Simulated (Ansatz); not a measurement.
# HfN: clamped-ion strain scan

Computed with Ansatz, DFT PBE, scalar-relativistic, plane waves, PAW. Settings: plane waves to 420 eV, k-mesh 18×18×18 (Γ-centred), Gaussian smearing 0.1 eV. Spin–orbit coupling is left out, which can shift energies with elements as heavy as these. No spin polarisation. Energies are free energies at this smearing, counted from the undisturbed cell; pressure is positive in compression.

Reference structure (as given, not relaxed at this level; it stands at 5.4 GPa):

```xyz
2
Lattice="0.0000 2.2590 2.2590 2.2590 0.0000 2.2590 2.2590 2.2590 0.0000" Properties=species:S:1:pos:R:3 pbc="T T T"
Hf    0.0000    0.0000    0.0000
N     2.2590    2.2590    2.2590
```

The cell is strained by ε times the Voigt pattern (1, -1, 0, 0, 0, 0) (xx, yy, zz, yz, xz, xy; engineering shear) with fractional coordinates fixed. The cell is metallic on the mesh throughout.

```
      ε  ΔE (meV/atom) stress summed along the pattern (GPa, tension positive) pressure (GPa)
-0.0200              ?                                                   -20.04               ?
-0.0100            3.6                                                    -9.76             5.6
 0.0000            0.0                                                     0.00             5.4
 0.0025              ?                                                        ?             5.4
 0.0050            0.9                                                     4.89             5.5
 0.0075            2.0                                                     7.32             5.5
 0.0125            5.6                                                    12.24             5.8
 0.0150            8.0                                                    14.78             5.9
 0.0175           10.9                                                    17.38             6.1
```

By symmetry 0.0200 repeats -0.0200, -0.0150 repeats 0.0150, 0.0100 repeats -0.0100, -0.0050 repeats 0.0050 in energy; the slope of the energy along the path changes sign there.

Problem. Give the withheld values.

Solution. ΔE (meV/atom) at ε = -0.0200: 14.4; pressure (GPa) at ε = -0.0200: 6.3; ΔE (meV/atom) at ε = 0.0025: 0.2; stress summed along the pattern (GPa, tension positive) at ε = 0.0025: 2.45.

Cost: 9 runs of about 4.2 core-minutes in all, on AMD EPYC (Zen 3) (shared hosts).